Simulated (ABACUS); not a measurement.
BN:

```xyz
2
Lattice="1.2511 0.7223 3.3729 -1.2511 0.7223 3.3729 0.0000 -1.4447 3.3729" Properties=species:S:1:pos:R:3 pbc="T T T"
N     0.0000    0.0000    6.7517
B     0.0000    0.0000    0.0033
```

The cell is a database's computed one.

Base run:

| Item | Value |
| --- | --- |
| Program | ABACUS 3.10.1 |
| Functional | BP86 |
| Potentials or basis | PseudoDojo NC SR 0.5 PBE standard |
| Cutoff | 1143 eV |
| Density cutoff | 4572 eV |
| Basis | plane waves |
| k mesh | 10 × 10 × 10 |
| Occupations | fermi-dirac, width 0.05 eV |
| Spin | no spin polarisation |

Its results: band gap on the k mesh 4.28 eV, indirect (least direct gap 4.94 eV); pressure 4.1 GPa.

Task: The run is repeated on the same cell with these changes: functional from BP86 to RPBE; potentials or basis from PseudoDojo NC SR 0.5 PBE standard to SG15 ONCV 1.2 PBE. What comes out?

Result: Band gap on the k mesh 4.40 eV, indirect (least direct gap 4.96 eV); pressure 3.2 GPa.

Caveats: the potentials were made for another functional, which shifts forces and pressure.

A k mesh can miss the band edges.
